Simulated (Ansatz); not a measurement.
BAs:

```
B As
1.0
     3.23587    0.00000    0.00000
     0.00000    3.23587    0.00000
     0.00000    0.00000    3.23587
B As
1 1
Direct
  0.00000 0.00000 0.00000
  0.50000 0.50000 0.50000
```

The cell was built by a generator and needn't be a form met in nature.

Base run:

| Property | Result |
| --- | --- |
| Program | Ansatz 0.2.0 |
| Functional | RPBE |
| Potentials or basis | Ansatz PAW |
| Cutoff | 420 eV (not typed: the program's choice for these potentials) |
| k mesh | 8 × 8 × 8 |
| Occupations | fermi-dirac, width 0.05 eV |
| Spin | no spin polarisation |

Its results: band gap on the k mesh none (metal or under the smearing width); pressure -13.4 GPa.

**Question.** After a change of settings the same cell gave: band gap on the k mesh none (metal or under the smearing width); pressure -18.8 GPa. Which change was it?
A. functional from RPBE to revPBE
B. functional from RPBE to PBE
C. functional from RPBE to LDA
D. functional from RPBE to BLYP

**Answer.** C.

LDA binds more tightly than RPBE, so the same cell stands under less pressure.

Caveats: the PAW data sets come from PBE, with cores solved anew for the run's functional, which leaves a small shift of forces and pressure.
